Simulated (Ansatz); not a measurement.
# Cadmium, hcp under RPBE: from relaxation to bulk modulus, part 2 of 2

Aim: take cadmium in the hcp structure, relax it, solve it on a dense k-mesh, switch on spin-orbit coupling, then scale the cell to 7 volumes from 88 to 112 % of the relaxed one and try a fit of the equation of state. The k-meshes are 12×12×6 for the relaxation; 19×19×9 for the dense run; 12×12×5 for spin-orbit coupling; 19×19×9 for the volumes. It starts from a deposited cell (COD).

Ansatz 0.2.0; DFT, RPBE, plane waves (420 eV) with PAW, scalar-relativistic. The steps go on from the part before.

## 6. The cell scaled to 92 % of its volume

Input file input.yaml:

```yaml
crystal:
  lattice:
    - [2.9754397464, 0.0, 0.0]
    - [-1.4877198732, 2.5768064078, 0.0]
    - [0.0, 0.0, 5.8899754793]
  atoms:
    - { symbol: Cd, position: [0.3333333333, 0.6666666667, 0.25] }
    - { symbol: Cd, position: [0.6666666667, 0.3333333333, 0.75] }
hamiltonian:
  xc: rpbe
  pseudopotentials:
    kind: paw
    azcp:
      Cd: "pseudopotentials/Cd.paw.azcp"
basis:
  ecutwfc: 420
  fft_grid_basis: typed
kpoints:
  mp_grid: { grid: [19, 19, 9], shift: [0, 0, 0] }
magnetization:
  spin_polarized: false
scf:
  occupations: { method: fermi_dirac, width: 0.1 }
output:
  stress: true
```

The log of the run, shortened:

```text
[...]
Pseudopotentials: kind: paw
Pseudopotential: Cd, paw, valence charge 20, recommended cutoff 420 eV (normal), <dir>
Functional definition: RPBE
[...]
Crystal: 2 atoms, lattice volume = 45.159 Å³
Basis set: ecut = 420 eV, 859 PW (Γ)
Bands: 24, of which v1, the nominal top of the filled ones, is band 20 counted from 1 (19 counted from 0)
Symmetry: 24 space group operations
Space group: P63/mmc (ITA 194), of the structure as read, at distance tolerance 3.6e-5 Å
k-points: 200 of 3249
[...]
SCF iter   1: F=—  HF=-16525.344152 eV  |F-HF|=—  |Δ(HF+E_count)|=         —  Δρ=4.20e-3  dr2=5.73e-3  ethr=1.77e-3  ⟨swp⟩=5.7  Hψ=18367  notcnv=0
[...]
SCF iter   6: F=-16525.343102 eV  HF=-16525.343102 eV  |F-HF|=3.86e-9  |Δ(HF+E_count)|=   3.62e-8  Δρ=4.60e-6  dr2=6.59e-9  ethr=2.50e-10  ⟨swp⟩=4.0  Hψ=14113  notcnv=0
[...]
SCF converged after 6 iterations
Free energy (F): -16525.343102 eV
[...]
E sigma→0 (E₀):  -16525.333461 eV
Entropy (-TS):   -0.019283 eV (-9.641 meV/atom)
Fermi energy:    14.010981 eV
[...]
--- Stress (GPa, compression-positive) ---
        4.656057      -0.000000       0.000000
        0.000000       4.656057       0.000000
        0.000000       0.000000       2.055722
  P = ⅓ Tr σ = 3.7893 GPa (37.893 kbar)
```

Run time: 19 s. Hardware: 1 thread of an x86-64 CPU, shared host; peak memory 0.62 GiB.

## 7. The cell scaled to 96 % of its volume

Edit input.yaml of step 6 so:

```diff
@@ -2,5 +2,5 @@
   lattice:
-    - [2.9754397464, 0.0, 0.0]
-    - [-1.4877198732, 2.5768064078, 0.0]
-    - [0.0, 0.0, 5.8899754793]
+    - [3.0179517721, 0.0, 0.0]
+    - [-1.508975886, 2.613622902, 0.0]
+    - [0.0, 0.0, 5.9741293558]
   atoms:
```

The log of the run, shortened:

```text
[...]
Pseudopotentials: kind: paw
Pseudopotential: Cd, paw, valence charge 20, recommended cutoff 420 eV (normal), <dir>
Functional definition: RPBE
[...]
Crystal: 2 atoms, lattice volume = 47.123 Å³
Basis set: ecut = 420 eV, 895 PW (Γ)
Bands: 24, of which v1, the nominal top of the filled ones, is band 20 counted from 1 (19 counted from 0)
Symmetry: 24 space group operations
Space group: P63/mmc (ITA 194), of the structure as read, at distance tolerance 3.6e-5 Å
k-points: 200 of 3249
[...]
SCF iter   1: F=—  HF=-16525.376793 eV  |F-HF|=—  |Δ(HF+E_count)|=         —  Δρ=4.10e-3  dr2=5.57e-3  ethr=1.77e-3  ⟨swp⟩=5.7  Hψ=18329  notcnv=0
[...]
SCF iter   6: F=-16525.375902 eV  HF=-16525.375902 eV  |F-HF|=5.70e-9  |Δ(HF+E_count)|=   4.18e-8  Δρ=4.80e-6  dr2=9.86e-9  ethr=2.50e-10  ⟨swp⟩=4.0  Hψ=14886  notcnv=0
[...]
SCF converged after 6 iterations
Free energy (F): -16525.375902 eV
[...]
E sigma→0 (E₀):  -16525.365649 eV
Entropy (-TS):   -0.020507 eV (-10.253 meV/atom)
Fermi energy:    13.263354 eV
[...]
--- Stress (GPa, compression-positive) ---
        2.130287       0.000000       0.000000
       -0.000000       2.130287       0.000000
        0.000000       0.000000       0.739448
  P = ⅓ Tr σ = 1.6667 GPa (16.667 kbar)
```

Wall time 19 s (1 thread of an x86-64 CPU, shared host); peak memory 0.64 GiB.

## 8. The cell scaled to 100 % of its volume

Edit input.yaml of step 7 so:

```diff
@@ -2,5 +2,5 @@
   lattice:
-    - [3.0179517721, 0.0, 0.0]
-    - [-1.508975886, 2.613622902, 0.0]
-    - [0.0, 0.0, 5.9741293558]
+    - [3.0592987151, 0.0, 0.0]
+    - [-1.5296493575, 2.6494304051, 0.0]
+    - [0.0, 0.0, 6.055976915]
   atoms:
```

The log of the run, shortened:

```text
[...]
Pseudopotentials: kind: paw
Pseudopotential: Cd, paw, valence charge 20, recommended cutoff 420 eV (normal), <dir>
Functional definition: RPBE
[...]
Crystal: 2 atoms, lattice volume = 49.086 Å³
Basis set: ecut = 420 eV, 957 PW (Γ)
Bands: 24, of which v1, the nominal top of the filled ones, is band 20 counted from 1 (19 counted from 0)
Symmetry: 24 space group operations
Space group: P63/mmc (ITA 194), of the structure as read, at distance tolerance 3.7e-5 Å
k-points: 200 of 3249
[...]
SCF iter   1: F=—  HF=-16525.386959 eV  |F-HF|=—  |Δ(HF+E_count)|=         —  Δρ=4.02e-3  dr2=5.50e-3  ethr=1.77e-3  ⟨swp⟩=5.6  Hψ=18309  notcnv=0
[...]
SCF iter   6: F=-16525.386197 eV  HF=-16525.386197 eV  |F-HF|=6.72e-9  |Δ(HF+E_count)|=   5.69e-8  Δρ=5.46e-6  dr2=1.53e-8  ethr=2.50e-10  ⟨swp⟩=4.0  Hψ=14945  notcnv=0
[...]
SCF converged after 6 iterations
Free energy (F): -16525.386197 eV
[...]
E sigma→0 (E₀):  -16525.375155 eV
Entropy (-TS):   -0.022084 eV (-11.042 meV/atom)
Fermi energy:    12.572959 eV
[...]
--- Stress (GPa, compression-positive) ---
        0.270374      -0.000000      -0.000000
       -0.000000       0.270374       0.000000
       -0.000000       0.000000      -0.261522
  P = ⅓ Tr σ = 0.0931 GPa (0.931 kbar)
```

It took 17 s on 1 thread of an x86-64 CPU, shared host; peak memory 0.63 GiB.

## 9. The cell scaled to 104 % of its volume

Edit input.yaml of step 8 so:

```diff
@@ -2,5 +2,5 @@
   lattice:
-    - [3.0592987151, 0.0, 0.0]
-    - [-1.5296493575, 2.6494304051, 0.0]
-    - [0.0, 0.0, 6.055976915]
+    - [3.0995572623, 0.0, 0.0]
+    - [-1.5497786311, 2.6842953296, 0.0]
+    - [0.0, 0.0, 6.1356699607]
   atoms:
```

The log of the run, shortened:

```text
[...]
Pseudopotentials: kind: paw
Pseudopotential: Cd, paw, valence charge 20, recommended cutoff 420 eV (normal), <dir>
Functional definition: RPBE
[...]
Crystal: 2 atoms, lattice volume = 51.050 Å³
Basis set: ecut = 420 eV, 1005 PW (Γ)
Bands: 24, of which v1, the nominal top of the filled ones, is band 20 counted from 1 (19 counted from 0)
Symmetry: 24 space group operations
Space group: P63/mmc (ITA 194), of the structure as read, at distance tolerance 3.7e-5 Å
k-points: 200 of 3249
[...]
SCF iter   1: F=—  HF=-16525.380562 eV  |F-HF|=—  |Δ(HF+E_count)|=         —  Δρ=3.97e-3  dr2=5.54e-3  ethr=1.77e-3  ⟨swp⟩=5.7  Hψ=18319  notcnv=0
[...]
SCF iter   6: F=-16525.379928 eV  HF=-16525.379928 eV  |F-HF|=7.10e-9  |Δ(HF+E_count)|=   7.72e-8  Δρ=6.26e-6  dr2=2.20e-8  ethr=2.50e-10  ⟨swp⟩=4.0  Hψ=15060  notcnv=0
[...]
SCF converged after 6 iterations
Free energy (F): -16525.379928 eV
[...]
E sigma→0 (E₀):  -16525.368066 eV
Entropy (-TS):   -0.023725 eV (-11.863 meV/atom)
Fermi energy:    11.933011 eV
[...]
--- Stress (GPa, compression-positive) ---
       -1.073081       0.000000       0.000000
        0.000000      -1.073081       0.000000
        0.000000       0.000000      -1.021676
  P = ⅓ Tr σ = -1.0559 GPa (-10.559 kbar)
```

Run time: 16 s. Hardware: 1 thread of an x86-64 CPU, shared host; peak memory 0.64 GiB.

## 10. The cell scaled to 108 % of its volume

Edit input.yaml of step 9 so:

```diff
@@ -2,5 +2,5 @@
   lattice:
-    - [3.0995572623, 0.0, 0.0]
-    - [-1.5497786311, 2.6842953296, 0.0]
-    - [0.0, 0.0, 6.1356699607]
+    - [3.1387963299, 0.0, 0.0]
+    - [-1.5693981649, 2.718277359, 0.0]
+    - [0.0, 0.0, 6.2133449149]
   atoms:
```

The log of the run, shortened:

```text
[...]
Pseudopotentials: kind: paw
Pseudopotential: Cd, paw, valence charge 20, recommended cutoff 420 eV (normal), <dir>
Functional definition: RPBE
[...]
Crystal: 2 atoms, lattice volume = 53.013 Å³
Basis set: ecut = 420 eV, 1017 PW (Γ)
Bands: 24, of which v1, the nominal top of the filled ones, is band 20 counted from 1 (19 counted from 0)
Symmetry: 24 space group operations
Space group: P63/mmc (ITA 194), of the structure as read, at distance tolerance 3.8e-5 Å
k-points: 200 of 3249
[...]
SCF iter   1: F=—  HF=-16525.362224 eV  |F-HF|=—  |Δ(HF+E_count)|=         —  Δρ=3.92e-3  dr2=5.61e-3  ethr=1.77e-3  ⟨swp⟩=5.7  Hψ=18295  notcnv=0
[...]
SCF iter   6: F=-16525.361660 eV  HF=-16525.361660 eV  |F-HF|=2.24e-9  |Δ(HF+E_count)|=   8.30e-8  Δρ=9.37e-6  dr2=4.32e-8  ethr=2.50e-10  ⟨swp⟩=4.0  Hψ=16067  notcnv=0
[...]
SCF converged after 6 iterations
Free energy (F): -16525.361660 eV
[...]
E sigma→0 (E₀):  -16525.349035 eV
Entropy (-TS):   -0.025251 eV (-12.625 meV/atom)
Fermi energy:    11.338964 eV
[...]
--- Stress (GPa, compression-positive) ---
       -2.023079      -0.000000       0.000000
        0.000000      -2.023079       0.000000
        0.000000       0.000000      -1.593232
  P = ⅓ Tr σ = -1.8798 GPa (-18.798 kbar)
```

Wall time 10 s (1 thread of an x86-64 CPU, shared host); peak memory 0.65 GiB.

## 11. The cell scaled to 112 % of its volume

Edit input.yaml of step 10 so:

```diff
@@ -2,5 +2,5 @@
   lattice:
-    - [3.1387963299, 0.0, 0.0]
-    - [-1.5693981649, 2.718277359, 0.0]
-    - [0.0, 0.0, 6.2133449149]
+    - [3.1770781068, 0.0, 0.0]
+    - [-1.5885390534, 2.7514303503, 0.0]
+    - [0.0, 0.0, 6.2891248824]
   atoms:
```

The log of the run, shortened:

```text
[...]
Pseudopotentials: kind: paw
Pseudopotential: Cd, paw, valence charge 20, recommended cutoff 420 eV (normal), <dir>
Functional definition: RPBE
[...]
Crystal: 2 atoms, lattice volume = 54.976 Å³
Basis set: ecut = 420 eV, 1065 PW (Γ)
Bands: 24, of which v1, the nominal top of the filled ones, is band 20 counted from 1 (19 counted from 0)
Symmetry: 24 space group operations
Space group: P63/mmc (ITA 194), of the structure as read, at distance tolerance 3.8e-5 Å
k-points: 200 of 3249
[...]
SCF iter   1: F=—  HF=-16525.335418 eV  |F-HF|=—  |Δ(HF+E_count)|=         —  Δρ=3.86e-3  dr2=5.69e-3  ethr=1.77e-3  ⟨swp⟩=5.7  Hψ=18248  notcnv=0
[...]
SCF iter   6: F=-16525.334889 eV  HF=-16525.334889 eV  |F-HF|=2.59e-9  |Δ(HF+E_count)|=   1.17e-7  Δρ=1.01e-5  dr2=5.28e-8  ethr=2.50e-10  ⟨swp⟩=4.0  Hψ=16038  notcnv=0
[...]
SCF converged after 6 iterations
Free energy (F): -16525.334889 eV
[...]
E sigma→0 (E₀):  -16525.321572 eV
Entropy (-TS):   -0.026634 eV (-13.317 meV/atom)
Fermi energy:    10.787066 eV
[...]
--- Stress (GPa, compression-positive) ---
       -2.672904      -0.000000       0.000000
       -0.000000      -2.672904       0.000000
        0.000000       0.000000      -2.013860
  P = ⅓ Tr σ = -2.4532 GPa (-24.532 kbar)
```

It took 12 s on 1 thread of an x86-64 CPU, shared host; peak memory 0.66 GiB.

## 12. The equation of state

The cell was scaled evenly, with its shape and the fractional positions fixed.

```tsv
V (Å³/atom)	E − E₀ (meV/atom)	P from the stress (GPa)	P from the fit (GPa)
21.598	52.1	6.61	6.63
22.580	20.8	3.79	3.74
23.561	4.7	1.67	1.60
24.543	0.0	0.09	0.03
25.525	3.5	-1.06	-1.12
26.506	13.0	-1.88	-1.94
27.488	26.8	-2.45	-2.52
```

A third-order Birch-Murnaghan fit gives V₀ = 24.565 Å³/atom, B₀ = 33 GPa and B₀′ = 6.9; it misses no point by more than 0.03 meV/atom.

## 13. Summary of results

This closing draws on all 2 parts.

| quantity | value |
| --- | --- |
| space group (spins left aside) | P6_3/mmc (No. 194) |
| conventional cell | a = 3.059 Å, c = 6.056 Å (c/a = 1.980) |
| volume | 24.543 Å³/atom |
| shortest distance | 3.059 Å |
| against the deposited volume | +13.7 % (21.585 Å³/atom) |
| gap on the mesh | none (levels filled in part) |
| V₀, B₀, B₀′ | 24.565 Å³/atom, 33 GPa, 6.9 |

RPBE puts the volume 13.7 % above the deposited one. This functional tends to bind solids too weakly. No gap shows: it is a metal or semimetal at this level. Totals with and without spin-orbit coupling (-2.7 eV/atom apart) can't be read as binding, since the two-component data shift the zero of energy. The fitted modulus is 33 GPa; letting shape and positions relax at each volume could only lower it.
